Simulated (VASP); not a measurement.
A run of VASP 6.6.1 is set up as follows.

Contents of INCAR:

```
SYSTEM = Li
PREC = Accurate
ENCUT = 520
EDIFF = 1E-7
ISMEAR = -1
SIGMA = 0.05
LREAL = .False.
LASPH = .True.
NELM = 100
ALGO = Normal
ISIF = 2
LWAVE = .False.
LCHARG = .False.
GGA = PS
NBANDS = 12
```

The input KPOINTS:

```
Automatic mesh
0
Gamma
  5 5 9
  0 0 0
```

The input POSCAR:

```
Li
1.0
    5.3344400000      0.0000000000      0.0000000000
    0.0000000000      5.3344400000      0.0000000000
    0.0000000000      0.0000000000      2.8026500000
Li
3
Direct
    0.5000000000      0.0000000000      0.5000000000
    0.0000000000      0.5000000000      0.5000000000
    0.5000000000      0.5000000000      0.5000000000
```

Contents of KPOINTS_OPT:

```
path GXMGZRAZ,XR,MA
15
line-mode
reciprocal
 0.0000000000  0.0000000000  0.0000000000  G
 0.0000000000  0.5000000000  0.0000000000  X

 0.0000000000  0.5000000000  0.0000000000  X
 0.5000000000  0.5000000000  0.0000000000  M

 0.5000000000  0.5000000000  0.0000000000  M
 0.0000000000  0.0000000000  0.0000000000  G

 0.0000000000  0.0000000000  0.0000000000  G
 0.0000000000  0.0000000000  0.5000000000  Z

 0.0000000000  0.0000000000  0.5000000000  Z
 0.0000000000  0.5000000000  0.5000000000  R

 0.0000000000  0.5000000000  0.5000000000  R
 0.5000000000  0.5000000000  0.5000000000  A

 0.5000000000  0.5000000000  0.5000000000  A
 0.0000000000  0.0000000000  0.5000000000  Z

 0.0000000000  0.5000000000  0.0000000000  X
 0.0000000000  0.5000000000  0.5000000000  R

 0.5000000000  0.5000000000  0.0000000000  M
 0.5000000000  0.5000000000  0.5000000000  A
```

Potentials or basis: VASP PAW PBE potentials, release 64 (Li_sv).

Launch:

```console
$ cat potpaw_PBE.64/Li_sv/POTCAR > POTCAR
$ mpirun -np 1 vasp_std > vasp.out
```

Task: Estimate the band gap along the path.

Result: None (metal or under the smearing width).

Levels at the corners of the path, in eV from the Fermi level:
| point | band 1 | band 2 | band 3 | band 4 | band 5 | band 6 | band 7 | band 8 |
| --- | --- | --- | --- | --- | --- | --- | --- | --- |
| Γ | -46.63 | -46.63 | -46.07 | -3.06 | 0.05 | 0.05 | 2.47 | 3.04 |
| X | -46.63 | -46.63 | -46.07 | -2.25 | -1.83 | 0.64 | 2.51 | 3.37 |
| X | -46.63 | -46.63 | -46.07 | -2.25 | -1.83 | 0.64 | 2.51 | 3.37 |
| M | -46.63 | -46.63 | -46.07 | -1.58 | -0.93 | -0.93 | -0.30 | 5.87 |
| M | -46.63 | -46.63 | -46.07 | -1.58 | -0.93 | -0.93 | -0.30 | 5.87 |
| Γ | -46.63 | -46.63 | -46.07 | -3.06 | 0.05 | 0.05 | 2.47 | 3.04 |
| Γ | -46.63 | -46.63 | -46.07 | -3.06 | 0.05 | 0.05 | 2.47 | 3.04 |
| Z | -46.61 | -46.61 | -46.05 | -0.38 | 2.16 | 3.23 | 3.66 | 3.66 |
| Z | -46.61 | -46.61 | -46.05 | -0.38 | 2.16 | 3.23 | 3.66 | 3.66 |
| R | -46.61 | -46.61 | -46.05 | 0.39 | 1.48 | 2.78 | 2.78 | 4.14 |
| R | -46.61 | -46.61 | -46.05 | 0.39 | 1.48 | 2.78 | 2.78 | 4.14 |
| A | -46.61 | -46.61 | -46.05 | 1.52 | 1.80 | 1.80 | 2.99 | 3.82 |
| A | -46.61 | -46.61 | -46.05 | 1.52 | 1.80 | 1.80 | 2.99 | 3.82 |
| Z | -46.61 | -46.61 | -46.05 | -0.38 | 2.16 | 3.23 | 3.66 | 3.66 |
| X | -46.63 | -46.63 | -46.07 | -2.25 | -1.83 | 0.64 | 2.51 | 3.37 |
| R | -46.61 | -46.61 | -46.05 | 0.39 | 1.48 | 2.78 | 2.78 | 4.14 |
| M | -46.63 | -46.63 | -46.07 | -1.58 | -0.93 | -0.93 | -0.30 | 5.87 |
| A | -46.61 | -46.61 | -46.05 | 1.52 | 1.80 | 1.80 | 2.99 | 3.82 |
